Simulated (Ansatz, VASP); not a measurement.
**One calculation of BN, two programs**

```
CELL_PARAMETERS angstrom
2.54691 0.00000 0.00000
-1.27346 2.20569 0.00000
0.00000 0.00000 4.16063
ATOMIC_POSITIONS crystal
B 0.33333 0.66667 0.99963
B 0.66667 0.33333 0.49963
N 0.33333 0.66667 0.37437
N 0.66667 0.33333 0.87437
```

Change from the starting cell: strained cell.

Alike in both runs: functional PBEsol; k mesh 9 × 9 × 6; occupations gaussian, width 0.02 eV; no spin polarisation.

Ansatz relaxed the structure, and its values are those at the end. VASP's run is a single point on that final structure, the one shown.

```csv
,VASP,Ansatz
version,VASP 6.6.1,Ansatz 0.2.0
potentials or method,"VASP PAW PBE potentials, release 64 (B, N)","scalar-relativistic, plane waves, PAW"
plane-wave cutoff (eV),520,420
valence electrons in the cell,16,16
```

Ansatz gave:

| Item | Value |
| --- | --- |
| gap on the k mesh at the Fermi level (eV) | 5.01 |
| least direct gap on the mesh (eV) | 8.18 |
| pressure (GPa) | 2.1 |

**Question.** What did VASP give for the same quantities?

**Answer.** gap on the k mesh at the Fermi level (eV): 5.00; least direct gap on the mesh (eV): 8.18; pressure (GPa): 2.9.

Ansatz warned: «pseudo_functional_mismatch».

Caveats: the PAW data sets were made with another functional, which shifts forces and pressure a little (VASP); an odd mesh through Γ misses points on the zone boundary, where band edges often lie.
